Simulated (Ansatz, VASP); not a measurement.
AlNi3: VASP beside Ansatz

File INCAR:

```
PREC = Accurate ; ENCUT = 520
EDIFF = 1E-7 ; ISMEAR = -1
SIGMA = 0.05 ; LREAL = F
LASPH = T ; NELM = 150
ALGO = Normal ; ISIF = 2
LWAVE = F ; LCHARG = F
ISPIN = 2 ; MAGMOM = 1 1 1 0
LORBIT = 11 ; LMAXMIX = 4
GGA = PE ; NBANDS = 28
```

KPOINTS

```
Automatic mesh
0
Gamma
  8 8 8
```

File POSCAR:

```
AlNi3
1.0
    3.4754400422      0.0000000000      0.0000000000
    0.0000000000      3.4754400422      0.0000000000
    0.0000000000      0.0000000000      3.4754400422
Ni Al
3 1
Direct
    0.5000000000      0.5000000000      0.0000000000
    0.5000000000      0.0000000000      0.5000000000
    0.0000000000      0.5000000000      0.5000000000
    0.0000000000      0.0000000000      0.0000000000
```

File input.yaml:

```yaml
crystal:
  lattice:
    - [3.4754400422, 0.0, 0.0]
    - [0.0, 3.4754400422, 0.0]
    - [0.0, 0.0, 3.4754400422]
  atoms:
    - { symbol: Ni, position: [0.5, 0.5, 0.0], spin: 1.0 }
    - { symbol: Ni, position: [0.5, 0.0, 0.5], spin: 1.0 }
    - { symbol: Ni, position: [0.0, 0.5, 0.5], spin: 1.0 }
    - { symbol: Al, position: [0.0, 0.0, 0.0] }
hamiltonian:
  xc: pbe
  pseudopotentials: { kind: paw }
magnetization:
  spin_polarized: true
kpoints:
  mp_grid: { grid: [8, 8, 8] }
scf:
  occupations: { method: fermi_dirac, width: 0.05 }
output:
  forces: true
  stress: true
  eigenvalues: true
```

Change from the starting cell: volume scaled by 0.96.

Alike in both runs: task single point; functional PBE; k mesh 8 × 8 × 8; occupations fermi-dirac, width 0.05 eV; collinear spin, ferromagnetic start.

|  | VASP | Ansatz |
| --- | --- | --- |
| version | VASP 6.6.1 | Ansatz 0.2.0 |
| potentials or method | VASP PAW PBE potentials, release 64 (Ni, Al) | Ansatz PAW |
| plane-wave cutoff (eV) | 520 | 420 |
| valence electrons in the cell | 33 | 57 |

```tsv
	VASP	Ansatz	Ansatz less VASP
gap on the k mesh at the Fermi level (eV)	none	none	-
pressure (GPa)	16.8	16.9	+0.11
net moment per atom (μB)	0.16	0.17	+0.009
size of the moment on the site where the two differ most (μB)	0.22	0.24	+0.023
```

Site moments also hang on the region over which each program counts them. A gap of «none» marks a metal or a gap that the smearing closes. The two sets of potentials don't hold the same shells in valence.
